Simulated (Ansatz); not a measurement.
```cif
data_structure
_symmetry_space_group_name_H-M 'P 1'
_symmetry_Int_Tables_number 1
_cell_length_a 3.2833
_cell_length_b 3.2833
_cell_length_c 3.2833
_cell_angle_alpha 60.000
_cell_angle_beta 60.000
_cell_angle_gamma 60.000
_cell_volume 25.03
loop_
_atom_site_label
_atom_site_type_symbol
_atom_site_fract_x
_atom_site_fract_y
_atom_site_fract_z
_atom_site_occupancy
B1 B 0.00000 0.00000 0.00000 1
As1 As 0.25000 0.25000 0.25000 1
```

PBE in Ansatz, hard PAW set made for 700 eV, wave cutoff 700 eV, 4×4×4 mesh, fixed fractional positions. The pressure is 17.9 GPa and the gap on the mesh 1.31 eV.

Task: The cell is scaled evenly to 1.128 times its volume. What pressure and gap follow, and what mean bulk modulus do the two pressures imply?

Result: -1.4 GPa, gap 1.47 eV; B = −ΔP/Δln V ≈ 161 GPa over this range.

The cell is a model at fixed atoms and needn't be the relaxed known crystal. Spin-orbit coupling is left out. The mesh is coarse, so these values aren't converged.
